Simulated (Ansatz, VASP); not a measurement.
# One calculation of KF, two programs

The input INCAR:

```
PREC = Accurate
ENCUT = 520
EDIFF = 1E-6
ISMEAR = -1
SIGMA = 0.02
LREAL = F
LASPH = T
NELM = 60
ALGO = Normal
ISIF = 2
LWAVE = F
LCHARG = F
GGA = PE
NBANDS = 15
```

Contents of KPOINTS:

```
Automatic mesh
0
Gamma
  8 8 8
```

File POSCAR:

```
KF
1.0
    3.2066328188      0.0277621373      0.0277621373
    0.0277621373      3.2066328188      0.0277621373
    0.0277621373      0.0277621373      3.2066328188
K F
1 1
Direct
    0.0000000000      0.0000000000      0.0000000000
    0.5000000000      0.5000000000      0.5000000000
```

Input for Ansatz:

```yaml
crystal:
  lattice:
    - [3.2066328188, 0.0277621373, 0.0277621373]
    - [0.0277621373, 3.2066328188, 0.0277621373]
    - [0.0277621373, 0.0277621373, 3.2066328188]
  atoms:
    - { symbol: K, position: [0.0, 0.0, 0.0] }
    - { symbol: F, position: [0.5, 0.5, 0.5] }
kpoints:
  mp_grid: { grid: [8, 8, 8] }
  band_path:
    path: [[0.0, 0.0, 0.0], [0.0, 0.5, 0.0], [0.5, 0.5, 0.0], [0.5, 0.5, 0.5]]
    npoints: 1
hamiltonian:
  xc: pbe
scf:
  occupations: { method: fermi_dirac, width: 0.02 }
  n_extra_bands: 4
output:
  forces: true
  stress: true
  eigenvalues: true
```

Change from the starting cell: shear_111 strain +2.6%.

Alike in both runs: task single point; functional PBE; k mesh 8 × 8 × 8; occupations fermi-dirac, width 0.02 eV; no spin polarisation.

|  | VASP | Ansatz |
| --- | --- | --- |
| version | VASP 6.6.1 | Ansatz 0.2.0 |
| potentials or method | VASP PAW PBE potentials, release 64 (K_sv, F) | plane waves, PAW |
| plane-wave cutoff (eV) | 520 | 420 |
| valence electrons in the cell | 16 | 16 |

|  | VASP | Ansatz | Ansatz less VASP |
| --- | --- | --- | --- |
| gap on the k mesh at the Fermi level (eV) | 6.60 | 6.62 | +0.018 |
| pressure (GPa) | 1.9 | 1.8 | -0.03 |
| largest component of the traceless stress (GPa) | 0.13 | 0.12 | -0.013 |

With one functional, cell and mesh, what is left measures potentials, basis and numerics.

A k mesh can miss the band edges.
